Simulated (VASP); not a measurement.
Crystal: MoSe2.

```xyz
6
Lattice="3.2880 0.0000 0.0000 -1.6440 2.8475 0.0000 0.0000 0.0000 12.9000" Properties=species:S:1:pos:R:3 pbc="T T T"
Mo    0.0000    1.8983    3.2250
Mo    1.6440    0.9492    9.6750
Se    0.0000    1.8983    8.0625
Se    1.6440    0.9492    1.6125
Se    0.0000    1.8983   11.2875
Se    1.6440    0.9492    4.8375
```

* Program: VASP 6.6.1
* Task: relaxation of cell and atoms
* Functional: LDA
* Potentials or basis: VASP PAW LDA potentials, release 64 (Mo_sv, Se)
* Cutoff: 600 eV
* k mesh: 9 × 9 × 2
* Occupations: gaussian, width 0.03 eV
* Spin: no spin polarisation

At the start: pressure 1.1 GPa; volume 20.13 Å³/atom.

**Question.** How do energy, volume and symmetry change on relaxing?

**Answer.** Over 21 steps the energy falls by 12.2 meV/atom and the volume is 19.44 Å³/atom (-3.4 %); space group P6_3/mmc (No. 194, to 0.05 Å).

Step by step:
```csv
step,energy change (eV),largest force (eV/Å),pressure (GPa),volume (Å³)
1,0.0000,0.6608,1.14,120.78
2,0.0060,0.5839,-4.63,123.26
3,-0.0444,0.0274,-1.78,121.97
4,-0.0592,0.0713,0.45,119.05
5,-0.0612,0.0595,-0.14,119.79
6,-0.0628,0.0903,0.04,119.48
7,-0.0652,0.1853,0.58,118.55
8,-0.0656,0.1785,0.55,118.52
9,-0.0670,0.1592,0.42,118.44
10,-0.0691,0.1217,0.17,118.28
11,-0.0712,0.0470,-0.33,117.96
12,-0.0713,0.0314,-0.43,117.89
13,-0.0720,0.0260,-0.34,117.62
14,-0.0729,0.0160,-0.19,117.15
15,-0.0731,0.0042,0.15,116.20
16,-0.0733,0.0065,-0.03,116.66
17,-0.0733,0.0049,-0.01,116.61
18,-0.0733,0.0059,0.00,116.64
19,-0.0734,0.0008,-0.05,116.67
20,-0.0734,0.0083,-0.08,116.71
21,-0.0734,0.0007,0.01,116.66
```

Final structure:
```xyz
6
Lattice="3.2518 0.0000 0.0000 -1.6259 2.8161 0.0000 0.0000 0.0000 12.7388" Properties=species:S:1:pos:R:3 pbc="T T T"
Mo    0.0000    1.8774    3.1847
Mo    1.6259    0.9387    9.5541
Se    0.0000    1.8774    7.8936
Se    1.6259    0.9387    1.5243
Se    0.0000    1.8774   11.2145
Se    1.6259    0.9387    4.8451
```
